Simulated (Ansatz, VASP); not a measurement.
# Cross-check of GaSb between VASP and Ansatz, part 2 of 2

Wanted: the spread between two codes on one cell, functional and k mesh. The cell is taken from a series of VASP runs on this material, whose earlier steps may have relaxed, scaled or displaced it; both programs get it as it stands.

VASP 6.6.1 and Ansatz 0.2.0.

So far. Step 3 (VASP: band structure, LDA): The run ends at a pressure of -0.06 GPa.

## (4) Differences

Known differences besides the potentials themselves: the two LDA forms differ slightly; the data sets hold 28 valence electrons in Ansatz (default PAW (the set named soft_2) files) and 18 in VASP; the cutoff is 420 eV in Ansatz and 400 eV in VASP; VASP's log shows a relativistic correction to its local exchange, Ansatz's none. Total energies have different zeros and are not compared.

Both answers:

| quantity | Ansatz | VASP | difference |
| --- | --- | --- | --- |
| pressure (GPa) | -0.08 | -0.06 | -0.02 |
| gap over the path points (eV) | 0.056 | 0.110 | -0.054 |

Levels at points of the path, from each program's valence-band top (eV; 3 filled, then empty):

| k (reciprocal lattice) | Ansatz | VASP |
| --- | --- | --- |
| 0.000 0.000 0.000 | 0.00 0.00 0.00 0.06 2.77 2.77 | 0.00 0.00 0.00 0.11 2.74 2.74 |
| 0.167 0.000 0.167 | -2.79 -1.08 -1.08 1.61 2.69 4.33 | -2.77 -1.08 -1.08 1.60 2.70 4.30 |
| 0.333 0.000 0.333 | -5.41 -2.25 -2.25 0.86 2.03 6.90 | -5.40 -2.26 -2.26 0.84 2.02 6.84 |
| 0.500 0.000 0.500 | -6.99 -2.68 -2.68 0.81 1.11 8.85 | -7.01 -2.69 -2.69 0.80 1.10 8.79 |
| 0.500 0.083 0.583 | -6.96 -2.93 -2.86 1.32 1.58 7.91 | -6.97 -2.94 -2.87 1.31 1.57 7.83 |
| 0.500 0.183 0.683 | -6.88 -3.39 -3.20 2.82 3.05 5.77 | -6.89 -3.40 -3.21 2.81 3.04 5.71 |
| 0.500 0.250 0.750 | -6.85 -3.51 -3.28 3.74 4.28 4.42 | -6.86 -3.52 -3.30 3.73 4.26 4.41 |
| 0.450 0.300 0.750 | -6.83 -3.65 -2.92 2.58 3.98 5.41 | -6.84 -3.67 -2.93 2.57 3.96 5.37 |
| 0.408 0.342 0.750 | -6.81 -3.76 -2.46 1.61 3.89 6.33 | -6.82 -3.77 -2.47 1.59 3.87 6.27 |
| 0.350 0.350 0.700 | -6.69 -3.88 -2.12 1.45 4.72 6.25 | -6.70 -3.89 -2.13 1.44 4.71 6.22 |

Among the levels compared at these points, filled levels agree within 22 meV and empty ones within 81 meV. Ansatz's pressure holds a Pulay correction of 0.03 GPa; VASP's holds none.

## (5) VASP: single point, LDA

With cell and atoms fixed, the geometry can't cause a difference; cores, projectors, grids and the points listed under the comparison can.

File INCAR:

```
SYSTEM = GaSb
PREC = Accurate
ENCUT = 400
EDIFF = 1E-06
NELM = 100
ISMEAR = -5
SIGMA = 0.05
LREAL = .FALSE.
ALGO = Normal
GGA = CA
NBANDS = 21
LORBIT = 11
LWAVE = .FALSE.
LCHARG = .FALSE.
KPAR = 2
NEDOS = 2001
```

File POSCAR:

```
GaSb
1.0
    0.0000000000      3.0255603118      3.0255603118
    3.0255603118      0.0000000000      3.0255603118
    3.0255603118      3.0255603118      0.0000000000
Ga Sb
1 1
Direct
    0.0000000000      0.0000000000      0.0000000000
    0.7500000000      0.7500000000      0.7500000000
```

File KPOINTS:

```
Automatic mesh
0
Gamma
11 11 11
0 0 0
```

PAW data sets: Ga_d and Sb (LDA family, release 64).

The run is started by

```bash
mpirun -np 2 vasp_std
```

Numbers of over 12 decimals in the logs are rounded to 6 here.

The program printed:

```text
[... set-up lines as in an earlier step ...]
 entering main loop
       N       E                     dE             d eps       ncg     rms          rms(c)
DAV:   1     0.951004310073E+02    0.95100E+02   -0.70717E+03  2506   0.914E+02
DAV:   2     0.128819719121E+01   -0.93812E+02   -0.88754E+02  2523   0.263E+02
DAV:   3    -0.858370545940E+01   -0.98719E+01   -0.98123E+01  2830   0.611E+01
DAV:   4    -0.879720405654E+01   -0.21350E+00   -0.21340E+00  2766   0.986E+00
[...]
DAV:  10    -0.867261912438E+01    0.12045E-04   -0.21813E-05  2856   0.424E-02    0.131E-02
DAV:  11    -0.867262109185E+01   -0.19675E-05   -0.34773E-06  2742   0.116E-02    0.756E-03
DAV:  12    -0.867262102743E+01    0.64419E-07   -0.20835E-07  1736   0.366E-03
   1 F= -.86726210E+01 E0= -.86726210E+01  d E =0.000000E+00
```

Parts of OUTCAR (step 5):

```text
  Total       -0.0140323     -0.0140323     -0.0140323      0.0000000     -0.0000000      0.0000000
  in kB       -0.4058761     -0.4058761     -0.4058761      0.0000000     -0.0000000      0.0000000
  external PRESSURE =      -0.4058761 kB  Pullay stress =       0.0000000 kB

  FREE ENERGIE OF THE ION-ELECTRON SYSTEM (eV)
  ---------------------------------------------------
  free  energy   TOTEN  =        -8.6726210274 eV

  energy  without entropy=       -8.6726210274  energy(sigma->0) =       -8.67262103

[... 2 parts as in an earlier step ...]

[... 2 further parts left out ...]
[key lines of the parts left out:]
E-fermi :   5.0248
```

The run ends at a pressure of -0.04 GPa.

## (6) Ansatz: single point, LDA

The same cell, functional (in two slightly different forms), mesh and smearing now go to Ansatz, which takes its cutoff from its data sets.

The cell is taken from a series of VASP runs on this material, whose earlier steps may have relaxed, scaled or displaced it; both programs get it as it stands.

File input.yaml:

```yaml
crystal:
  lattice:
    - [0.0, 3.0255603118, 3.0255603118]
    - [3.0255603118, 0.0, 3.0255603118]
    - [3.0255603118, 3.0255603118, 0.0]
  atoms:
    - { symbol: Ga, position: [0.0, 0.0, 0.0] }
    - { symbol: Sb, position: [0.75, 0.75, 0.75] }
hamiltonian:
  xc: lda
  pseudopotentials: { kind: paw }
kpoints:
  mp_grid: { grid: [11, 11, 11] }
scf:
  occupations: { method: tetrahedron }
output:
  forces: true
  stress: true
```

The run is started by

```bash
ansatz run input.yaml --threads 2 --pin off --max-ram 4608MiB --backend cpu --events-out ev --progress --plain --runs-dir out
```

The program printed:

```text
Warning: output.forces, output.stress, relax.cell or npt_langevin: where a Kohn–Sham band that disperses or a degenerate level is filled in part under the method tetrahedron, the forces or the stress that this run publishes need not agree with its energy (scf.occupations.method in the input reference, under Limitations); prefer a smearing scheme for the forces or the stress
[...]
--- Band table (eV; the first three rows and the last of 56) ---
  k-point 0: bands = [... 10 lower, -3.9499, 7.8198, 7.8198, 7.8198, 7.8768, 10.5866, 10.5866, 10.5866]
  k-point 1: bands = [... 10 lower, -3.8616, 6.3558, 7.6671, 7.6671, 8.7733, 10.7939, 10.7939, 10.9085]
  k-point 2: bands = [... 10 lower, -3.6029, 4.7896, 7.3389, 7.3389, 8.7854, 11.2197, 11.2197, 12.0054]
  k-point 55: bands = [... 10 lower, -1.3907, 1.0112, 4.1740, 4.7972, 10.9187, 12.1524, 12.6547, 12.8731]
[key lines of the parts left out:]
SCF converged after 6 iterations
Free energy (F): -10043.052626 eV
Fermi energy:    7.819813 eV
P = ⅓ Tr σ = -0.0827 GPa (-0.827 kbar)
```

The job ended after 5.7 s (2 threads of Arm Neoverse N1, shared host; peak memory 0.35 GiB; 8.6 s of CPU time).

The run ends at a pressure of -0.08 GPa.

## (7) Side by side

The two programs side by side:

| quantity | Ansatz | VASP | difference |
| --- | --- | --- | --- |
| pressure (GPa) | -0.08 | -0.04 | -0.04 |
| gap on the k mesh (eV) | 0.057 | 0.111 | -0.054 |

A gap on the mesh is an upper bound, since the band edges may lie between its points. Ansatz's pressure holds a Pulay correction of 0.03 GPa; VASP's holds none.

## (8) Other set-ups

Further runs change the set-up of one program: Ansatz's method, potentials or start, or VASP's data sets, cutoff or form of LDA. The table gives Ansatz less VASP for each quantity, since a change that brings one quantity closer may part another.

| run | pressure (GPa) | gap on the k mesh (eV) |
| --- | --- | --- |
| as above | -0.042 | -0.054 |
| Ansatz's all-electron LAPW method | -0.019 | -0.055 |

## (9) What came out

* difference in gap over the path points (band structure, LDA): -0.054 eV
* difference in gap on the k mesh (single point, LDA): -0.054 eV

What this shows: The difference in gap on the k mesh is -0.054 eV (single point, LDA), within the 0.08 eV picked in this series as the mark of a large difference. Single point, LDA, Ansatz's all-electron LAPW method: the difference in pressure goes from -0.042 to -0.019 GPa. How closely two codes agree says nothing of how well the functional describes the real material.

[Lines on the potential files, build, host, timing and source positions are cut from VASP's logs without a mark.]

[Logs are printed without paths, hosts, clocks, repeated set-up lines and the standing remarks that a program may print on its own settings, such as how far it seeks lower states.]

[Hosts, paths, dates, database ids (printed as entryN), source tags and the programs' standing remarks are cut or masked in the printed files.]
